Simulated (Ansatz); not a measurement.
Runs of Ansatz 0.2.0 on P. The structure is monoclinic, space group P2/m (No. 10). The conventional cell has a = 2.425 Å, b = 2.439 Å, c = 4.852 Å, α = 90.00°, β = 90.24°, γ = 90.00°. Around P (site symmetry m) lie 6 P at 2.42 to 2.44 Å. This isn't the form of P at room conditions, which is orthorhombic.

```csv
task,level,cell,cutoff (eV),smearing,gap on the mesh (eV),pressure (GPa),largest force (eV/Å)
single point,PBE,as given,190,gaussian 0.1 eV,none,(a),-
single point,LDA,as given,191,gaussian 0.05 eV,none,-2.8,(b)
relaxation of cell and atoms,RPBE+D3(BJ),relaxed,-,gaussian 0.05 eV,-,0.0,-
single point,RPBE,as given,189,gaussian 0.02 eV,none,3.9,0.03
```

Alike in all rows: potentials or basis all-electron LAPW, scalar-relativistic; no spin polarisation; k mesh 11 × 11 × 6; basis error allowed 0.001 eV/atom.

Task: Estimate the missing entries.

Result: (a) 2.2; (b) 0.01.

A gap of «none» marks a metal or a gap under the smearing width.
